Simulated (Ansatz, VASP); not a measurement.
## AlN in VASP and in Ansatz

POSCAR

```
AlN
1.0
    0.0000000000      2.0345180000      2.0345180000
    2.0345180000      0.0000000000      2.0345180000
    2.0345180000      2.0345180000      0.0000000000
Al N
1 1
Direct
    0.5000000000      0.5000000000      0.5000000000
    0.0000000000      0.0000000000      0.0000000000
```

File INCAR.step1:

```
SYSTEM = AlN
PREC = Accurate
ENCUT = 520
ISMEAR = 0
SIGMA = 0.05
LREAL = .FALSE.
LASPH = .TRUE.
NELM = 100
NBANDS = 11
GGA = PE
ALGO = Normal
EDIFF = 1E-4
LWAVE = .TRUE.
LCHARG = .FALSE.
```

File INCAR.step2:

```
SYSTEM = AlN
PREC = Accurate
ENCUT = 520
EDIFF = 1E-6
ISMEAR = 0
SIGMA = 0.05
LREAL = .FALSE.
LASPH = .TRUE.
NELM = 100
ALGO = Normal
ISIF = 2
LWAVE = .FALSE.
LCHARG = .TRUE.
METAGGA = R2SCAN
LMIXTAU = .TRUE.
LELF = .TRUE.
LVHAR = .TRUE.
NBANDS = 11
ISTART = 1
```

File KPOINTS:

```
regular mesh
0
G
  10 10 10
  0 0 0
```

Input for Ansatz:

```yaml
crystal:
  lattice:
    - [0.0, 2.034518, 2.034518]
    - [2.034518, 0.0, 2.034518]
    - [2.034518, 2.034518, 0.0]
  atoms:
    - { symbol: Al, position: [0.5, 0.5, 0.5] }
    - { symbol: "N", position: [0.0, 0.0, 0.0] }
basis:
  ecutwfc: 500
kpoints:
  mp_grid: { grid: [10, 10, 10] }
hamiltonian:
  xc: r2scan
scf:
  occupations: { method: gaussian, width: 0.05 }
output:
  forces: true
  stress: true
  eigenvalues: true
  write_density: true
  write_potential: true
  elf: true
  volumetric_format: npy
```

Measurements of this composition are mostly on another form, of space group No. 186.

Alike in both runs: task single point; functional r2SCAN; k mesh 10 × 10 × 10; occupations gaussian, width 0.05 eV; no spin polarisation.

|  | VASP | Ansatz |
| --- | --- | --- |
| version | VASP 6.6.1 | Ansatz 0.2.0 |
| potentials or method | VASP PAW PBE potentials, release 64 (Al, N) | scalar-relativistic, plane waves, PAW |
| plane-wave cutoff (eV) | 520 | 500 |
| valence electrons in the cell | 8 | 8 |

Ansatz gave:

* gap on the k mesh at the Fermi level (eV): 5.29
* least direct gap on the mesh (eV): 6.19
* pressure (GPa): -6.1

Question: Estimate VASP's values.

Answer: gap on the k mesh at the Fermi level (eV): 5.29; least direct gap on the mesh (eV): 6.23; pressure (GPa): -6.9.

Caveats: the PAW data sets were made with another functional, which shifts forces and pressure a little (VASP). r2SCAN opens gaps a little over a GGA but as a rule still falls short of measured ones. A k mesh can miss the band edges.
